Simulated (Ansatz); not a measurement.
## Zr: levels with and without spin–orbit coupling

```xyz
1
Lattice="0.0000 2.2550 2.2550 2.2550 0.0000 2.2550 2.2550 2.2550 0.0000" Properties=species:S:1:pos:R:3 pbc="T T T"
Zr    0.0000    0.0000    0.0000
```

Conventional cell: a = 4.510 Å, b = 4.510 Å, c = 4.510 Å, α = 90.00°, β = 90.00°, γ = 90.00°. Around Zr (atom 1) lie 12 Zr at 3.19 Å.

The cell is COD entry 1534901, as deposited and not checked against the literature; nothing was relaxed.

Methods: DFT, PBE, all-electron LAPW, scalar-relativistic (Ansatz 0.2.0); DFT, PBE, all-electron LAPW, Dirac equation with spin-orbit coupling (Ansatz 0.2.0).

Settings: a Γ-centred 13×13×13 k mesh, Fermi–Dirac smearing of 0.05 eV, basis error target 0.5 meV/atom, no spin polarisation.

Levels between -4 and 1 eV, each run counted from its own valence-band top where it has a gap, else its Fermi level. Scalar levels are listed once for both spins; with the coupling every spinor state is counted. Levels near the edges of the range can cross them.

(1) At L (0.500, 0.500, 0.500) the scalar-relativistic levels are -2.97, 0.80 (×2). What are they with spin–orbit coupling?

(2) At X (0.500, 0.000, 0.500) the scalar-relativistic levels are -3.02, -2.23. What are they with spin–orbit coupling?

Answers

(1) -2.96 (×2), 0.76 (×2), 0.85 (×2).

(2) -3.02 (×2), -2.23 (×2).
